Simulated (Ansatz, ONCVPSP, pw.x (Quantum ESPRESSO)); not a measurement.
Which Si potential is closest to all-electron in the fcc crystal?

All use LDA (Perdew-Wang 92), scalar-relativistic, no spin, cutoffs from each file’s atomic test, pw.x 7.5; 15³ k-points, Fermi–Dirac smearing 0.01 Ry. Δ is the rms difference from all-electron LAPW of the E(V) curves that follow from fits to the pressures, over ±6 % in volume. Mesh and smearing are coarse and serve the comparison alone. The files are a selection: those with a ghost or negative overlap were mostly not run, and those with noisy or unconverged pressures or nearly equal Δ are left out.

All-electron: a0 = 3.818 Å (V0 = 13.92 Å³/atom), B0 = 90.0 GPa.

Q: Rank them by Δ, smallest first.
A. optimised norm-conserving Vanderbilt (ONCV), ONCVPSP 4.0.1.1 (patched build), LDA (Perdew-Wang 92); core [Ne], reference 3s2 3p2; waves: 3s: rc 1.65 bohr, ncon 4, nbas 7, qcut 4.2 1/bohr, local; 3p: rc 2.10 bohr, ncon 3, nbas 6, qcut 3.2 1/bohr, 2 projectors, debl 1.7 Ha; d scattering state at 0.1 Ha: rc 1.90 bohr, ncon 4, nbas 7, qcut 5.6 1/bohr, 2 projectors, debl 3.1 Ha; local part: the s channel; core correction: Teter function, fcfact 3.25, rcfact 1.7.
B. optimised norm-conserving Vanderbilt (ONCV), ONCVPSP 4.0.1.1 (patched build), LDA (Perdew-Wang 92); core [Ne], reference 3s2 3p1.5; waves: 3s: rc 1.60 bohr, ncon 4, nbas 8, qcut 3.5 1/bohr, 3 projectors, debl 1.2 Ha; 3p: rc 1.60 bohr, ncon 5, nbas 9, qcut 6 1/bohr, local; d scattering state at 0.02 Ha: rc 2.50 bohr, ncon 5, nbas 9, qcut 3.4 1/bohr, 3 projectors, debl 2.8 Ha; local part: the p channel; core correction: Teter function, fcfact 5, rcfact 1.15.
C. optimised norm-conserving Vanderbilt (ONCV), ONCVPSP 4.0.1.1 (patched build), LDA (Perdew-Wang 92); core [Ne], reference 3s2 3p2; waves: 3s: rc 1.60 bohr, ncon 5, nbas 9, qcut 3.2 1/bohr, 1 projector; 3p: rc 1.55 bohr, ncon 4, nbas 8, qcut 5.4 1/bohr, 2 projectors, debl 3.9 Ha; local part: polynomial inside 1.35 bohr (lpopt 5, dvloc0 -1 Ha); core correction: none.

A: C (1.8 meV/atom), B (2.7 meV/atom), A (4.7 meV/atom).
